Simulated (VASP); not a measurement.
Write the native input for VASP 6.6.1 that does the following.

```yaml
Task: single point
Functional: PBEsol
Potentials_or_basis: VASP PAW PBE potentials, release 64 (Ag)
Cutoff: 320 eV
k_mesh: 5 × 5 × 5
Occupations: fermi-dirac, width 0.05 eV
Spin: no spin polarisation
Further_INCAR_settings: ALGO = Normal; EDIFF = 1e-07
```

The structure of Ag lies in POSCAR:

```
Ag
1.0
    8.1020000000      0.0000000000      0.0000000000
    0.0000000000      8.1020000000      0.0000000000
    0.0000000000      0.0000000000      8.1020000000
Ag
32
Direct
    0.0000000000      0.0000000000      0.0000000000
    0.0000000000      0.0000000000      0.5000000000
    0.0000000000      0.5000000000      0.0000000000
    0.0000000000      0.5000000000      0.5000000000
    0.5000000000      0.0000000000      0.0000000000
    0.5000000000      0.0000000000      0.5000000000
    0.5000000000      0.5000000000      0.0000000000
    0.5000000000      0.5000000000      0.5000000000
    0.0000000000      0.2500000000      0.2500000000
    0.0000000000      0.2500000000      0.7500000000
    0.0000000000      0.7500000000      0.2500000000
    0.0000000000      0.7500000000      0.7500000000
    0.5000000000      0.2500000000      0.2500000000
    0.5000000000      0.2500000000      0.7500000000
    0.5000000000      0.7500000000      0.2500000000
    0.5000000000      0.7500000000      0.7500000000
    0.2500000000      0.0000000000      0.2500000000
    0.2500000000      0.0000000000      0.7500000000
    0.2500000000      0.5000000000      0.2500000000
    0.2500000000      0.5000000000      0.7500000000
    0.7500000000      0.0000000000      0.2500000000
    0.7500000000      0.0000000000      0.7500000000
    0.7500000000      0.5000000000      0.2500000000
    0.7500000000      0.5000000000      0.7500000000
    0.2500000000      0.2500000000      0.0000000000
    0.2500000000      0.2500000000      0.5000000000
    0.2500000000      0.7500000000      0.0000000000
    0.2500000000      0.7500000000      0.5000000000
    0.7500000000      0.2500000000      0.0000000000
    0.7500000000      0.2500000000      0.5000000000
    0.7500000000      0.7500000000      0.0000000000
    0.7500000000      0.7500000000      0.5000000000
```

The cell was built by a generator and needn't be a form met in nature.

One way to write it, as run:

INCAR

```
ALGO = Normal ; EDIFF = 1E-7
ENCUT = 320 ; GGA = PS
ISIF = 2 ; ISMEAR = -1
LASPH = True ; LCHARG = False
LREAL = False ; LWAVE = False
NELM = 80 ; PREC = Accurate
SIGMA = 0.05
```

KPOINTS

```
k-points
0
Gamma
  5 5 5
```

Potentials or basis: VASP PAW PBE potentials, release 64 (Ag).

Command:

```sh
$ cat potpaw_PBE.64/Ag/POTCAR > POTCAR
$ mpirun -np 1 vasp_std > vasp.out
```

Results of the run:

```json
{"Pressure": "-0.5 GPa", "Band gap on the k mesh": "none (metal or under the smearing width)"}
```

Caveat: the PAW data sets were made with another functional, which shifts forces and pressure a little.

It took 18 min on 1 thread of Intel(R) Xeon(R) Platinum 8259CL CPU @ 2.50GHz (Skylake/Cascade Lake), with other jobs on the host, peak memory 0.53 GiB.
